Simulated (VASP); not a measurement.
Set up this calculation in VASP 6.6.1, as the native input.

- Task: relaxation of cell and atoms
- Functional: LDA
- Potentials or basis: VASP PAW LDA potentials, release 64 (Bi_d)
- Cutoff: 600 eV
- k mesh: 12 × 12 × 12
- Occupations: gaussian, width 0.1 eV
- Spin: no spin polarisation
- Further INCAR settings: ALGO = Normal; EDIFF = 1e-07; IBRION = 2; EDIFFG = -0.005; NSW = 90; ISIF = 3

The structure of Bi lies in POSCAR:

```
Bi
1.0
    2.2675000000      1.3091417400      3.9380000000
   -2.2675000000      1.3091417400      3.9380000000
    0.0000000000     -2.6182834700      3.9380000000
Bi
2
Direct
    0.2340000000      0.2340000000      0.2340000000
    0.7660000000      0.7660000000      0.7660000000
```

The input as run:

INCAR

```
PREC = Accurate
ENCUT = 600
EDIFF = 1E-7
ISMEAR = 0
SIGMA = 0.1
LREAL = False
LASPH = True
NELM = 60
ALGO = Normal
ISIF = 3
LWAVE = False
LCHARG = False
IBRION = 2
NSW = 90
EDIFFG = -0.005
```

KPOINTS

```
regular mesh
0
Gamma
  12 12 12
```

Potentials or basis: VASP PAW LDA potentials, release 64 (Bi_d).

Run with:

```console
$ cat potpaw_LDA.64/Bi_d/POTCAR > POTCAR
$ mpirun -np 1 vasp_std > vasp.out
```

It gave:

The relaxed volume is 33.58 Å³/atom. The relaxed cell is a = 4.630 Å, b = 4.630 Å, c = 4.630 Å, α = 58.11°, β = 58.11°, γ = 58.11° and the space group after relaxing (to 0.05 Å) is R-3m (No. 166). The energy gained by relaxing is 8.4 meV/atom and the ionic steps are 17. The pressure after relaxing is 0.0 GPa and the largest force after relaxing is 0.005 eV/Å. The band gap on the k mesh is none (metal or under the smearing width).

Caveat: spin-orbit coupling is left out, which moves the levels of the heavy elements.

It took 23 min on 1 thread of Intel(R) Xeon(R) Platinum 8559C (Emerald Rapids), with other jobs on the host, peak memory 0.42 GiB.
